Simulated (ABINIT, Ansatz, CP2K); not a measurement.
# The equilibrium volume of Si, sorted by core time

```cif
data_structure
_symmetry_space_group_name_H-M 'P6_3/mmc'
_symmetry_Int_Tables_number 194
_cell_length_a 3.8313
_cell_length_b 3.8313
_cell_length_c 6.3326
_cell_angle_alpha 90.000
_cell_angle_beta 90.000
_cell_angle_gamma 120.000
_cell_volume 80.50
loop_
_atom_site_label
_atom_site_type_symbol
_atom_site_symmetry_multiplicity
_atom_site_Wyckoff_symbol
_atom_site_fract_x
_atom_site_fract_y
_atom_site_fract_z
_atom_site_occupancy
Si1 Si 4 f 0.66667 0.33333 0.93699 1
```

This isn't the form of Si at room conditions, which is diamond.

```csv
rung,level,program and potentials,cutoff (eV),k mesh,smearing,core time,chip,equilibrium volume (Å³/atom),notes
LDA,LDA,"Ansatz, Ansatz PAW",420,8 × 8 × 4,fermi-dirac 0.05,5.1 s,Intel Xeon,19.68,"potentials made for PBE, which Ansatz adapts in part"
GGA,PBEsol,"Ansatz, Ansatz PAW",420,8 × 8 × 4,fermi-dirac 0.05,5.3 s,Intel Xeon,20.03,"potentials made for PBE, which Ansatz adapts in part"
GGA + dispersion,PBEsol+D3(BJ),"Ansatz, Ansatz PAW",420,8 × 8 × 4,fermi-dirac 0.05,5.3 s,Intel Xeon,19.60,"potentials made for PBE, which Ansatz adapts in part"
GGA + dispersion,PBEsol+D4,"Ansatz, Ansatz PAW",420,8 × 8 × 4,fermi-dirac 0.05,6.1 s,Intel Xeon,(a),"potentials made for PBE, which Ansatz adapts in part"
GGA,BLYP,"Ansatz, Ansatz PAW",420,8 × 8 × 4,fermi-dirac 0.05,7 s,Intel Xeon,21.16,"potentials made for PBE, which Ansatz adapts in part"
GGA + dispersion,BLYP+D3(BJ),"Ansatz, Ansatz PAW",420,8 × 8 × 4,fermi-dirac 0.05,7 s,Intel Xeon,19.84,"potentials made for PBE, which Ansatz adapts in part"
GGA + dispersion,BLYP+D4,"Ansatz, Ansatz PAW",420,8 × 8 × 4,fermi-dirac 0.05,7.5 s,Intel Xeon,19.94,"potentials made for PBE, which Ansatz adapts in part"
LDA,LDA,"ABINIT, PseudoDojo NC SR LDA v0.4.1 standard",435,6 × 6 × 3,fermi-dirac 0.05,44 s,Arm Neoverse V1,(b),-
hybrid,PBE0,"Ansatz, Ansatz PAW",420,6 × 6 × 4,fermi-dirac 0.05,77 s,AMD EPYC 7R13 Zen 3,(c),"potentials made for PBE, which Ansatz adapts in part"
hybrid,HSE06,"Ansatz, Ansatz PAW",420,6 × 6 × 4,fermi-dirac 0.05,88 s,AMD EPYC 7R13 Zen 3,20.12,"potentials made for PBE, which Ansatz adapts in part"
hybrid,PBE0,"Ansatz, Ansatz PAW",420,4 × 4 × 2,fermi-dirac 0.05,1.7 min,Intel Xeon Skylake/Cascade Lake,20.15,"coarse mesh; potentials made for PBE, which Ansatz adapts in part"
LDA,LDA,"CP2K, GTH_POTENTIALS Si GTH-PADE-q4; TZVP-MOLOPT-PBE-GTH basis",-,6 × 6 × 4,fermi-dirac 0.01,2.9 min,Arm Neoverse V1,19.54,atomic basis
```

Times are single runs on shared hosts and different chips, so they are rough; meshes, cutoffs and the tasks' sizes weigh on the time. Task: relaxation of cell and atoms. All rows: no spin polarisation. Smearing widths are in eV. Meshes differ between rows, which moves values too. Meshes are those of the run's cell of 4 atoms unless a note names another. Relaxations start from the cell shown or near it and stop with a little pressure left. Runs on faulty files, with rough fits or with known faults for this quantity aren't shown. PBE isn't shown for this crystal. No row holds spin-orbit coupling.

Q: Estimate the values left out from the other rows.

A: (a) 19.74 Å³/atom; (b) 19.62 Å³/atom; (c) 20.09 Å³/atom.
